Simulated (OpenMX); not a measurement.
The system is Bi.

```
Bi
1.0
    -1.98143    1.98143    1.98143
     1.98143   -1.98143    1.98143
     1.98143    1.98143   -1.98143
Bi
1
Direct
  0.00000 0.00000 0.00000
```

This isn't the form of Bi at room conditions, which is rhombohedral.

Base run:

```yaml
Program: OpenMX 3.8.5
Functional: PBE
Potentials_or_basis: OpenMX 2013 PBE set, Bi8.0-s3p2d2f2, grid cutoff 500 Ry
k_mesh: 9 × 9 × 9
Occupations: fermi-dirac, width 0.05 eV
Spin: no spin polarisation
```

Its results: pressure 1.4 GPa.

The run is repeated on the same cell with these changes: functional from PBE to LDA; potentials or basis from OpenMX 2013 PBE set, Bi8.0-s3p2d2f2, grid cutoff 500 Ry to OpenMX 2013 LDA set, Bi8.0-s3p2d2f1, grid cutoff 500 Ry. What comes out?

Pressure -2.7 GPa.

Caveats: the basis of atomic orbitals isn't converged, which shifts pressures, moduli and gaps.
